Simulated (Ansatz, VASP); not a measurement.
# P in VASP and in Ansatz

File POSCAR:

```
P
1.0
    1.6582000000     -5.2420000000      0.0000000000
    1.6582000000      5.2420000000      0.0000000000
    0.0000000000      0.0000000000      4.3793000000
P
4
Direct
    0.8983800000      0.1016200000      0.0806800000
    0.6016200000      0.3983800000      0.5806800000
    0.1016200000      0.8983800000      0.9193200000
    0.3983800000      0.6016200000      0.4193200000
```

Contents of INCAR.step1:

```
SYSTEM = P
PREC = Accurate ; ENCUT = 520
ISMEAR = 0 ; SIGMA = 0.1
LREAL = .False. ; LASPH = .True.
NELM = 60 ; NBANDS = 18
GGA = PE ; ALGO = Normal
EDIFF = 1E-4 ; LWAVE = .True.
LCHARG = .False.
```

The input INCAR.step2:

```
SYSTEM = P
PREC = Accurate ; ENCUT = 520
EDIFF = 1E-6 ; ISMEAR = 0
SIGMA = 0.1 ; LREAL = .False.
LASPH = .True. ; NELM = 60
ALGO = Normal ; ISIF = 2
LWAVE = .False. ; LCHARG = .False.
METAGGA = R2SCAN ; LMIXTAU = .True.
IVDW = 12 ; VDW_S6 = 1.0
VDW_S8 = 0.78981345 ; VDW_A1 = 0.49484001
VDW_A2 = 5.73083694 ; NBANDS = 18
ISTART = 1
```

KPOINTS

```
regular mesh
0
Gamma
  6 6 4
  0 0 0
```

Input for Ansatz:

```yaml
crystal:
  lattice:
    - [1.6582, -5.242, 0.0]
    - [1.6582, 5.242, 0.0]
    - [0.0, 0.0, 4.3793]
  atoms:
    - { symbol: P, position: [0.89838, 0.10162, 0.08068] }
    - { symbol: P, position: [0.60162, 0.39838, 0.58068] }
    - { symbol: P, position: [0.10162, 0.89838, 0.91932] }
    - { symbol: P, position: [0.39838, 0.60162, 0.41932] }
basis:
  ecutwfc: 500
kpoints:
  mp_grid: { grid: [6, 6, 4] }
hamiltonian:
  xc: r2scan
  dispersion: d3bj
scf:
  occupations: { method: gaussian, width: 0.1 }
output:
  forces: true
  stress: true
  eigenvalues: true
```

Alike in both runs: task single point; functional r2SCAN; dispersion D3(BJ); k mesh 6 × 6 × 4; occupations gaussian, width 0.1 eV; no spin polarisation.

|  | VASP | Ansatz |
| --- | --- | --- |
| version | VASP 6.6.1 | Ansatz 0.2.0 |
| potentials or method | VASP PAW PBE potentials, release 64 (P) | scalar-relativistic, plane waves, PAW |
| plane-wave cutoff (eV) | 520 | 500 |
| valence electrons in the cell | 20 | 20 |

|  | VASP | Ansatz | Ansatz less VASP |
| --- | --- | --- | --- |
| gap on the k mesh at the Fermi level (eV) | 0.15 | 0.16 | +0.010 |
| least direct gap on the mesh (eV) | 0.15 | 0.18 | +0.025 |
| pressure (GPa) | -1.1 | -0.5 | +0.66 |
| largest component of the traceless stress (GPa) | 0.54 | 0.48 | -0.057 |
| rms of the force components (eV/Å) | 0.165 | 0.110 | -0.0548 |

Atom by atom the forces differ by 0.058 eV/Å (rms over components). Ansatz warned: «dispersion_damping_borrowed».

Caveats: the PAW data sets were made with another functional, which shifts forces and pressure a little (VASP).
